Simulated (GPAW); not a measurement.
Consider zinc-blende (GaP)1-x(InP)x, x = 0.75.

```xyz
16
Lattice="0.0000 5.7645 5.7645 5.7645 0.0000 5.7645 5.7645 5.7645 0.0000" Properties=species:S:1:pos:R:3 pbc="T T T"
In    5.7733   11.5252    5.7720
P     1.4495    1.4472    1.4428
In    8.6461    2.8895    5.7569
P     4.3248    4.3204    1.4419
In    2.8933    5.7619    8.6434
P     4.2744    1.4876    4.3879
In    5.7630    2.8759    2.8914
P     7.1517    4.3823    4.3740
In    5.7723    8.6464    2.8952
P     1.5082    4.2740    4.3853
In    8.6512    5.7698    8.6465
P     4.3823    7.1507    4.3854
Ga    2.8895    2.8813    5.7649
P     4.3357    4.3171    7.1065
Ga    5.7703    5.7632    5.7654
P     7.2082    7.2072    7.1045
```

Absorber: atom 6, with 1 Ga at 2.40 Å and 3 In at 2.53 Å (distorted tetrahedral). Method: GPAW, LDA, excited-electron core hole (neutral cell), 16-atom cell with 8.2 Å between holes, 4×4×4 k points, dipole transitions, Gaussian full width 0.9 eV up to 4 eV, rising linearly to 3.5 eV at 25 eV.

Q: Predict the near-edge structure at the P K edge.

Main maxima up to 24 eV above the zero (height): 2.0 eV (1.71), 4.0 eV (2.15), 6.5 eV (1.55) and 13.3 eV (1.04). A K edge sees empty p states on the absorber. The total-energy difference is 2146.94 eV. One term is added: -15.84 eV, since the hole is spin-paired here and a spin-polarised one costs that much less in the free atom (computed apart). The photon energy is then 2131.10 eV. The functional leaves an error in such absolute values: in the free atom LDA prices this hole 8.5 eV below PBE (computed apart), and PBE is itself good to a few eV.

The P K spectrum (energy from the bottom of the conduction band, which holds the excited electron; intensity scaled to a mean of 1 over the first 20 eV):

```
E (eV)  isotropic  ε ∥ x  ε ∥ z
  -2.0       0.00   0.00   0.00
  -1.5       0.00   0.00   0.00
  -1.0       0.00   0.00   0.00
  -0.5       0.00   0.00   0.00
   0.0       0.02   0.02   0.02
   0.5       0.18   0.18   0.18
   1.0       0.70   0.70   0.71
   1.5       1.48   1.49   1.47
   2.0       1.71   1.72   1.69
   2.5       1.67   1.67   1.68
   3.0       1.40   1.40   1.39
   3.5       1.63   1.62   1.64
   4.0       2.15   2.12   2.19
   4.5       1.58   1.57   1.59
   5.0       1.22   1.23   1.21
   5.5       1.13   1.13   1.12
   6.0       1.32   1.32   1.33
   6.5       1.55   1.55   1.56
   7.0       1.35   1.35   1.35
   7.5       1.10   1.10   1.11
   8.0       1.08   1.08   1.08
   8.5       1.04   1.05   1.02
   9.0       0.86   0.87   0.85
   9.5       0.67   0.68   0.67
  10.0       0.59   0.59   0.59
  10.5       0.60   0.60   0.60
  11.0       0.67   0.67   0.67
  11.5       0.76   0.77   0.76
  12.0       0.87   0.88   0.87
  12.5       0.97   0.97   0.97
  13.0       1.03   1.03   1.04
  13.5       1.04   1.03   1.05
  14.0       1.01   1.00   1.01
  14.5       0.96   0.96   0.96
  15.0       0.90   0.90   0.90
  15.5       0.84   0.84   0.85
  16.0       0.78   0.78   0.79
  16.5       0.73   0.73   0.73
  17.0       0.67   0.67   0.68
  17.5       0.63   0.63   0.64
  18.0       0.62   0.62   0.62
  18.5       0.63   0.63   0.62
  19.0       0.66   0.66   0.65
  19.5       0.70   0.70   0.69
  20.0       0.73   0.74   0.72
  20.5       0.75   0.75   0.75
  21.0       0.76   0.76   0.76
  21.5       0.76   0.76   0.76
  22.0       0.77   0.77   0.78
  22.5       0.81   0.80   0.81
  23.0       0.85   0.85   0.86
  23.5       0.92   0.91   0.93
  24.0       0.98   0.97   0.98
  24.5       1.02   1.02   1.02
  25.0       1.04   1.04   1.04
  25.5       1.04   1.04   1.03
  26.0       1.01   1.02   1.00
  26.5       0.96   0.97   0.95
  27.0       0.91   0.92   0.89
  27.5       0.86   0.86   0.84
  28.0       0.82   0.82   0.81
```

The mesh is coarse (0.24 Å⁻¹ between points), so small maxima may be mesh ripples.

[Banner, clock and machine lines of the logs are left out without a mark of their own.]

[Logs are printed without paths, hosts, clocks, repeated set-up lines and the standing remarks that a program may print on its own settings, such as how far it seeks lower states.]

[Hosts, paths, dates, database ids (printed as entryN), source tags and the programs' standing remarks are cut or masked in the printed files.]

[Lists of maxima count a maximum above −3 eV only where it reaches 4 % of the highest in the window and stands out from its surroundings by 2 % of it (1.5 % where it reaches 55 %); shoulders and weaker maxima are passed over, and of the rest the first, up to two pre-edge ones and the few strongest are named.]
